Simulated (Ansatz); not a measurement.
# The I–V curve of a Mg/GaN/HfC junction, part 5 of 5

What current flows through Mg/GaN/HfC, and is the curve linear and symmetric? The lower electrode is Mg hcp(0001), the upper one HfC rock salt(111); the barrier is GaN wurtzite(0001) (whole bilayers). In the first transport cell, after relaxation, the nearest pair of electrode and barrier is Mg–N at 2.02 Å, along the normal, at the lower face and C–Ga at 2.01 Å, along the normal, at the upper one. All share a net of side 3.19 Å, which strains the lower electrode by +0.0 %, the upper one by -3.0 % and the barrier by -0.9 %, against typed lattice constants near PBE's. The first steps treat the bulk electrodes alone.

Ansatz 0.2.0; PBE DFT, plane waves, PAW files (the session's first sound run).

So far, transmission at the Fermi level (a spin, zone mean): step 6 (transmission over a wide range of energy) 0.00269.

## Step 7: A check of the settings: output.current_voltage.temperature = 400.0

This step: PBE DFT, plane waves, PAW files; current against voltage, self-consistent between two reservoirs; changed: output.current_voltage.temperature = 400.0 (Ansatz 0.2.0).

System of this step: Mg/GaN/HfC. The cell holds 35 atoms: 11 Mg, 4 N, 4 Ga, 8 C and 8 Hf. Cell: a = 3.190 Å, b = 3.190 Å, c = 72.510 Å, α = 90.0°, β = 90.0°, γ = 120.0°. Regions: left electrode, 11 atoms (11 Mg); barrier, 8 atoms (4 N and 4 Ga); right electrode, 16 atoms (8 C and 8 Hf). Vacuum lies along c.

It is meant to test how the leads' temperature enters. Where the input is shown as a difference, that is against the step before, not the twin.

input.yaml

```yaml
crystal:
  lattice:
    - [3.19, 0.0, 0.0]
    - [-1.595, 2.7626210381, 0.0]
    - [0.0, 0.0, 72.5097224624]
  atoms:
    - { symbol: Mg, position: [0.0, 0.0, 0.096538778] }
    - { symbol: Mg, position: [0.33333333, 0.66666667, 0.1321860041] }
    - { symbol: Mg, position: [0.0, 0.0, 0.1678332302] }
    - { symbol: Mg, position: [0.33333333, 0.66666667, 0.2034804562] }
    - { symbol: Mg, position: [0.0, 0.0, 0.2391276823] }
    - { symbol: Mg, position: [0.33333333, 0.66666667, 0.2747749084] }
    - { symbol: Mg, position: [0.0, 0.0, 0.3104221345] }
    - { symbol: Mg, position: [0.33333333, 0.66666667, 0.3460693605] }
    - { symbol: Mg, position: [0.0, 0.0, 0.3817165866] }
    - { symbol: Mg, position: [0.33333333, 0.66666667, 0.4173638127] }
    - { symbol: Mg, position: [0.0, 0.0, 0.4516196549] }
    - { symbol: "N", position: [0.0, 0.0, 0.4794169195] }
    - { symbol: Ga, position: [0.33333333, 0.66666667, 0.4886530936] }
    - { symbol: "N", position: [0.33333333, 0.66666667, 0.5158147412] }
    - { symbol: Ga, position: [0.0, 0.0, 0.5249796106] }
    - { symbol: "N", position: [0.0, 0.0, 0.5520677877] }
    - { symbol: Ga, position: [0.33333333, 0.66666667, 0.5613356923] }
    - { symbol: "N", position: [0.33333333, 0.66666667, 0.5883886137] }
    - { symbol: Ga, position: [0.0, 0.0, 0.5979517223] }
    - { symbol: C, position: [0.0, 0.0, 0.6257063045] }
    - { symbol: Hf, position: [0.33333333, 0.66666667, 0.6401002646] }
    - { symbol: C, position: [0.66666667, 0.33333333, 0.6589117615] }
    - { symbol: Hf, position: [0.0, 0.0, 0.6777232585] }
    - { symbol: C, position: [0.33333333, 0.66666667, 0.6965347555] }
    - { symbol: Hf, position: [0.66666667, 0.33333333, 0.7153462524] }
    - { symbol: C, position: [0.0, 0.0, 0.7341577494] }
    - { symbol: Hf, position: [0.33333333, 0.66666667, 0.7529692463] }
    - { symbol: C, position: [0.66666667, 0.33333333, 0.7717807433] }
    - { symbol: Hf, position: [0.0, 0.0, 0.7905922402] }
    - { symbol: C, position: [0.33333333, 0.66666667, 0.8094037372] }
    - { symbol: Hf, position: [0.66666667, 0.33333333, 0.8282152342] }
    - { symbol: C, position: [0.0, 0.0, 0.8470267311] }
    - { symbol: Hf, position: [0.33333333, 0.66666667, 0.8658382281] }
    - { symbol: C, position: [0.66666667, 0.33333333, 0.884649725] }
    - { symbol: Hf, position: [0.0, 0.0, 0.903461222] }
kpoints:
  mp_grid: { grid: [12, 12, 1] }
scf:
  occupations: { method: fermi_dirac, width: 0.1 }
  max_iter: 150
hamiltonian:
  xc: pbe
output:
  current_voltage:
    bias: [0.5, 0.8, -0.5, -0.8]
    kmesh: [18, 18]
    leads: [[4, 6], [26, 28]]
    electrode_ends: [10, 19]
    temperature: 400.0
  write_potential: true
  write_density: true
  volumetric_format: npy
```

Launch:

```bash
ansatz run input.yaml --threads 4 --pin off --max-ram 16384MiB --backend cpu --events-out ev --progress --plain --runs-dir out
```

Numbers of over 12 decimals in the logs are rounded to 6 here.

Output:

```text
[...]
Crystal: 35 atoms, lattice volume = 639.011 Å³
Basis set: ecut = 420 eV, 12627 PW (Γ)
Bands: 254, of which v1, the nominal top of the filled ones, is band 211 counted from 1 (210 counted from 0)
Symmetry: 6 space group operations
[...]
k-points: 19 of 144 (time reversal used)
[...]
SCF iter   1: F=—  HF=-165621.845268 eV  |F-HF|=—  |Δ(HF+E_count)|=         —  Δρ=1.17e-2  dr2=4.22e2  ethr=1.77e-3  ⟨swp⟩=7.3  Hψ=20945  notcnv=0  defer=219
[...]
SCF iter  13: F=-165620.796420 eV  HF=-165620.796420 eV  |F-HF|=4.97e-8  |Δ(HF+E_count)|=   5.21e-8  Δρ=1.83e-6  dr2=5.80e-8  ethr=2.37e-11  ⟨swp⟩=16.3  Hψ=26857  notcnv=0
SCF 1 converged in 13 iterations: F = -165620.796420 eV  dr2 = 5.80e-8
[...]
bias +0 V, iteration  1: dr2 1.18e-1 eV, mean Fermi level 9.3655 eV
bias +0 V, iteration  2: dr2 6.59e-3 eV, mean Fermi level 9.3683 eV
bias +0 V, iteration  3: dr2 1.29e-3 eV, mean Fermi level 9.3699 eV
bias +0 V, iteration  4: dr2 5.09e-5 eV, mean Fermi level 9.3705 eV
bias +0 V, iteration  5: dr2 1.04e-5 eV, mean Fermi level 9.3709 eV
bias +0 V, iteration  6: dr2 3.84e-6 eV, mean Fermi level 9.3711 eV
bias +0 V, iteration  7: dr2 6.30e-7 eV, mean Fermi level 9.3712 eV
bias +0 V, iteration  8: dr2 5.03e-8 eV, mean Fermi level 9.3713 eV
bias +0.5 V, iteration  1: dr2 1.69e2 eV, mean Fermi level 9.4230 eV
bias +0.5 V, iteration  2: dr2 4.55e1 eV, mean Fermi level 9.3920 eV
bias +0.5 V, iteration  3: dr2 7.87e-2 eV, mean Fermi level 9.3555 eV
bias +0.5 V, iteration  4: dr2 6.71e-2 eV, mean Fermi level 9.3627 eV
bias +0.5 V, iteration  5: dr2 5.53e-3 eV, mean Fermi level 9.3624 eV
bias +0.5 V, iteration  6: dr2 1.36e-3 eV, mean Fermi level 9.3628 eV
bias +0.5 V, iteration  7: dr2 3.78e-4 eV, mean Fermi level 9.3629 eV
bias +0.5 V, iteration  8: dr2 1.15e-5 eV, mean Fermi level 9.3629 eV
bias +0.5 V, iteration  9: dr2 5.41e-7 eV, mean Fermi level 9.3628 eV
bias +0.5 V, iteration 10: dr2 9.23e-8 eV, mean Fermi level 9.3628 eV
bias +0.8 V, iteration  1: dr2 3.98e-2 eV, mean Fermi level 9.3594 eV
bias +0.8 V, iteration  2: dr2 1.85e-2 eV, mean Fermi level 9.3685 eV
bias +0.8 V, iteration  3: dr2 1.39e-4 eV, mean Fermi level 9.3637 eV
bias +0.8 V, iteration  4: dr2 1.37e-4 eV, mean Fermi level 9.3638 eV
bias +0.8 V, iteration  5: dr2 7.33e-6 eV, mean Fermi level 9.3634 eV
bias +0.8 V, iteration  6: dr2 1.43e-6 eV, mean Fermi level 9.3634 eV
bias +0.8 V, iteration  7: dr2 2.04e-6 eV, mean Fermi level 9.3635 eV
bias +0.8 V, iteration  8: dr2 1.95e-7 eV, mean Fermi level 9.3634 eV
bias +0.8 V, iteration  9: dr2 1.97e-8 eV, mean Fermi level 9.3634 eV
bias -0.5 V, iteration  1: dr2 3.05e-2 eV, mean Fermi level 9.3793 eV
bias -0.5 V, iteration  2: dr2 1.74e-2 eV, mean Fermi level 9.3786 eV
bias -0.5 V, iteration  3: dr2 1.02e-3 eV, mean Fermi level 9.3860 eV
bias -0.5 V, iteration  4: dr2 3.26e-4 eV, mean Fermi level 9.3868 eV
bias -0.5 V, iteration  5: dr2 3.89e-5 eV, mean Fermi level 9.3879 eV
bias -0.5 V, iteration  6: dr2 1.05e-5 eV, mean Fermi level 9.3880 eV
bias -0.5 V, iteration  7: dr2 3.81e-6 eV, mean Fermi level 9.3881 eV
bias -0.5 V, iteration  8: dr2 7.37e-7 eV, mean Fermi level 9.3882 eV
bias -0.5 V, iteration  9: dr2 2.06e-7 eV, mean Fermi level 9.3883 eV
bias -0.5 V, iteration 10: dr2 9.72e-9 eV, mean Fermi level 9.3883 eV
bias -0.8 V, iteration  1: dr2 3.23e-3 eV, mean Fermi level 9.3999 eV
bias -0.8 V, iteration  2: dr2 1.23e-3 eV, mean Fermi level 9.3994 eV
bias -0.8 V, iteration  3: dr2 1.19e-4 eV, mean Fermi level 9.4015 eV
bias -0.8 V, iteration  4: dr2 2.73e-5 eV, mean Fermi level 9.4014 eV
bias -0.8 V, iteration  5: dr2 6.42e-6 eV, mean Fermi level 9.4015 eV
bias -0.8 V, iteration  6: dr2 1.23e-6 eV, mean Fermi level 9.4015 eV
bias -0.8 V, iteration  7: dr2 1.21e-7 eV, mean Fermi level 9.4015 eV
bias -0.8 V, iteration  8: dr2 1.00e-8 eV, mean Fermi level 9.4015 eV
transmission: 168 of 1665 steps passed
transmission: 334 of 1665 steps passed
[...]
transmission: 1702 of 1702 steps passed
[...]
SCF converged after 13 iterations
Free energy (F): -165620.796420 eV
[...]
Internal energy: -165620.382786 eV  (E = F + TS)
E sigma→0 (E₀):  -165620.589603 eV
Entropy (-TS):   -0.413635 eV (-11.818 meV/atom)
Fermi energy:    9.360897 eV
[...]
--- Band table (eV; the first three rows and the last of 19) ---
  k-point 0: bands = [... 207 lower, 9.0193, 9.5797, 9.6294, 9.6294, 9.6683, 10.4347, 10.4347, 10.4604, ... 39 higher]
  k-point 1: bands = [... 207 lower, 8.9533, 9.0442, 9.3648, 9.4567, 9.7760, 9.9440, 10.0120, 10.2018, ... 39 higher]
  k-point 2: bands = [... 207 lower, 8.7447, 8.8394, 9.0907, 9.2498, 9.4062, 9.5309, 9.7292, 10.1344, ... 39 higher]
  k-point 18: bands = [... 207 lower, 9.1033, 9.1351, 9.2938, 9.3722, 9.3761, 9.3957, 9.4909, 9.7312, ... 39 higher]
--- Current–voltage curve ---
[...]
electrodes : end at 32.75 and 45.37 Å
  density    : 292 bands, filled at a thermal energy of 1.000e-1 eV; current at 400 K
[...]
-0.5    -1.1952e-7          -1.5786e-7           -1.1929e-7      1.0087e-11     -0.496          -2.32e-3           41.6   10
      -0.8    -2.5205e-7          -2.8668e-7           -2.5127e-7      2.4798e-10     -0.792          -3.31e-3           42.3   8
  At 0 V the conductance is 1.6130e-7 S, 1.8303e12 S/m².
```

The job ended after 41 min (4 threads of Arm Neoverse V1, shared host; peak memory 5.5 GiB; 2.6 h of CPU time).

Numbers from this step:

* free energy: -165620.7964 eV
* Fermi energy: 9.361 eV
* conductance at zero bias: 1.83e12 S/m²

Checks by voltage:

```csv
bias (V),current density (ampere/m²),current on every other mesh point (ampere),drop across the junction (V),electrons moved,electrons in bound states,"misfit, lower lead (eV)","misfit, upper lead (eV)",iterations
-0.8,-2.86e12,-2.87e-7,-0.7924,-0.003314,4.53e-4,0.01358,0.04226,8
-0.5,-1.36e12,-1.58e-7,-0.4956,-0.002317,2.74e-4,0.01151,0.04164,10
0,0,0,0,0,0,0.01396,0.0405,8
0.5,7.07e11,6.68e-8,0.4942,0.004245,4.60e-4,0.01454,0.03562,10
0.8,8.96e11,1.04e-7,0.7902,0.00873,0.004084,0.01508,0.03231,9
```

Cell area 8.813 Å^2. Table of current through one cell by bias:

```csv
bias (V),current through one cell (nA)
-0.800,-252
-0.500,-120
0.000,0
0.500,62.3
0.800,79.0
```

Bias 0 V. Transmission and channels, zone mean against energy, zero at the mean Fermi level:

```csv
energy (eV),transmission,"channels, left","channels, right"
-0.345,0.00577,0.799,0.370
-0.310,0.00496,0.873,0.389
-0.276,0.00435,0.873,0.389
-0.241,0.00389,0.910,0.370
-0.207,0.00355,0.910,0.333
-0.172,0.00332,0.948,0.324
-0.138,0.00308,0.855,0.324
-0.103,0.00260,0.892,0.306
-0.069,0.00266,0.818,0.306
-0.034,0.00237,0.818,0.287
0.000,0.00182,0.855,0.269
0.034,0.00183,0.929,0.306
0.069,0.00160,0.873,0.287
0.103,0.00273,0.873,0.324
0.138,0.00150,0.948,0.352
0.172,0.00391,0.948,0.389
0.207,0.00138,0.960,0.389
0.241,0.00133,0.917,0.389
0.276,0.00129,0.954,0.407
0.310,0.00123,0.954,0.370
0.345,0.00118,0.954,0.389
```

Bias 0.8 V. Table of transmission and channels, zone mean by energy, zero at the mean Fermi level:

```csv
energy (eV),transmission,"channels, left","channels, right"
-0.758,8.7e-4,1.00,0.407
-0.724,0.00432,0.985,0.370
-0.689,0.00168,1.00,0.389
-0.620,0.00211,1.04,0.370
-0.552,0.00316,0.966,0.324
-0.517,0.00327,0.892,0.324
-0.483,0.00327,0.929,0.324
-0.414,0.00265,0.892,0.287
-0.310,0.00204,0.910,0.287
-0.241,0.00239,0.781,0.389
-0.172,0.00173,0.762,0.389
-0.103,0.00159,0.818,0.389
-0.034,0.00143,0.827,0.426
0.000,0.00133,0.762,0.463
0.034,9.9e-4,0.799,0.519
0.103,5.3e-4,0.873,0.519
0.172,3.8e-4,0.910,0.537
0.241,3.8e-4,0.855,0.537
0.310,3.8e-4,0.892,0.537
0.414,4.3e-4,0.855,0.648
0.483,2.4e-4,0.873,0.685
0.552,3.2e-4,0.948,0.722
0.620,3.4e-4,0.917,0.722
0.689,5.2e-4,0.954,0.778
0.758,6.4e-4,0.991,0.778
```

Bias -0.8 V. Transmission and channels, zone mean against energy, zero at the mean Fermi level:

```csv
energy (eV),transmission,"channels, left","channels, right"
-0.758,0.0572,0.799,1.02
-0.724,0.0544,0.799,0.981
-0.689,0.0462,0.873,0.981
-0.620,0.0308,0.910,0.907
-0.586,0.0249,0.948,0.833
-0.552,0.0277,0.855,0.796
-0.517,0.0280,0.855,0.796
-0.483,0.0305,0.892,0.796
-0.414,0.0124,0.892,0.778
-0.379,0.00983,0.855,0.722
-0.345,0.00835,0.910,0.685
-0.310,0.00702,0.873,0.667
-0.276,0.00606,0.873,0.593
-0.241,0.00535,0.948,0.556
-0.172,0.00436,0.917,0.574
-0.138,0.00399,0.954,0.481
-0.103,0.00371,0.954,0.5
-0.069,0.00348,0.972,0.5
-0.034,0.00327,0.991,0.463
0.000,0.00333,0.954,0.407
0.034,0.00292,0.954,0.407
0.069,0.00261,0.991,0.389
0.103,0.00238,1.21,0.389
0.138,0.00220,1.12,0.370
0.172,0.00215,1.12,0.370
0.241,0.00193,1.23,0.324
0.276,0.00182,1.31,0.324
0.310,0.00174,1.19,0.324
0.345,0.00162,1.23,0.306
0.379,0.00131,1.27,0.25
0.414,0.00129,1.31,0.306
0.483,0.00118,1.27,0.287
0.517,0.00118,1.27,0.352
0.552,0.00125,1.27,0.389
0.586,0.00111,1.27,0.389
0.620,0.00108,1.21,0.389
0.689,0.00104,1.27,0.370
0.724,0.00102,1.27,0.370
0.758,0.00100,1.36,0.463
```

Hartree potential energy less that at 0 V, planar mean against z:

```csv
z (Å),0.5 V (eV),0.8 V (eV),-0.5 V (eV),-0.8 V (eV)
0,-0.0207,-0.027,0.0232,0.0442
5,0.224,0.365,-0.221,-0.348
10,0.241,0.392,-0.231,-0.367
15,0.241,0.392,-0.236,-0.374
20,0.241,0.391,-0.226,-0.359
25,0.242,0.393,-0.233,-0.369
30,0.246,0.400,-0.235,-0.373
35,0.103,0.111,-0.152,-0.252
40,-0.133,-0.240,0.0686,0.0812
45,-0.258,-0.407,0.265,0.426
50,-0.258,-0.406,0.267,0.430
55,-0.250,-0.394,0.265,0.426
60,-0.257,-0.406,0.266,0.429
65,-0.258,-0.407,0.267,0.430
70,-0.148,-0.231,0.152,0.248
```

The zero-bias conductance is 1.8e12 S/m² against 1.8e12 S/m² in the twin: a change of +3 %.

## Step 8: Summary of results

```
conductance at zero bias  : 1.8e12 S/m²
current density at -0.8 V : -2.8e12 A/m²
current density at -0.5 V : -1.3e12 A/m²
current density at +0.5 V : 7.0e11 A/m²
current density at +0.8 V : 8.9e11 A/m²
```

At 0.8 V the junction carries 8.9e11 A/m². Against the linear law (zero-bias conductance times bias) the currents are 2.0 (-0.8 V), 1.5 (-0.5 V), 0.80 (+0.5 V) and 0.63 (+0.8 V) times as large. At the Fermi level the layers of the barrier in the wide-window run (8 planes) hold from 0.0056 to 0.17 states an eV and atom. The forward current is 0.52 times the reverse one at ±0.5 V and 0.32 times the reverse one at ±0.8 V. On every other mesh point the current differs by up to 32 %, and the leads' misfit reaches 42 meV; ratios near 1 within such errors aren't resolved. Between 99 and 99 % of the bias drops across the junction. No spin-orbit coupling, phonons, disorder or image charges enter; the interfaces are ordered, one cell wide and lattice-matched by strain. Semilocal gaps are too small, which can bring a band edge of the barrier nearer to the Fermi level than it is.

[Logs are printed without paths, hosts, clocks, repeated set-up lines and the standing remarks that a program may print on its own settings, such as how far it seeks lower states.]

[Hosts, paths, dates, database ids (printed as entryN), source tags and the programs' standing remarks are cut or masked in the printed files.]
